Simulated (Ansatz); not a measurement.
# Gold (omega (AlB2-type)) across density functionals

All rows: Ansatz, plane waves with scalar-relativistic PAW, 420 eV (500 eV for the SCAN forms), relaxed under each functional, no dispersion correction, no zero-point motion. B₀ comes from uniform scaling at fixed shape; a dash is a value not given.

```csv
functional,V (Å³/atom),cell,B₀ (GPa),magnetic state,ΔE to fcc (meV/atom)
r²SCAN,17.92,"a = 4.703 Å, c = 2.806 Å (c/a = 0.597)",146,spin not included,64
PBEsol,17.37,"a = 4.652 Å, c = 2.780 Å (c/a = 0.598)",165,spin not included,79
LDA,16.91,"a = 4.612 Å, c = 2.755 Å (c/a = 0.597)",185,spin not included,81
revPBE,18.75,"a = 4.772 Å, c = 2.852 Å (c/a = 0.598)",119,spin not included,57
RPBE,18.92,"a = 4.787 Å, c = 2.861 Å (c/a = 0.598)",114,spin not included,53
BLYP,19.87,"a = 4.872 Å, c = 2.900 Å (c/a = 0.595)",98,spin not included,32
```

**Question.** What does PBE give?

**Answer.** V (Å³/atom): 18.36; cell: a = 4.740 Å, c = 2.832 Å (c/a = 0.597); B₀ (GPa): 132; magnetic state: spin not included; ΔE to fcc (meV/atom): 62.
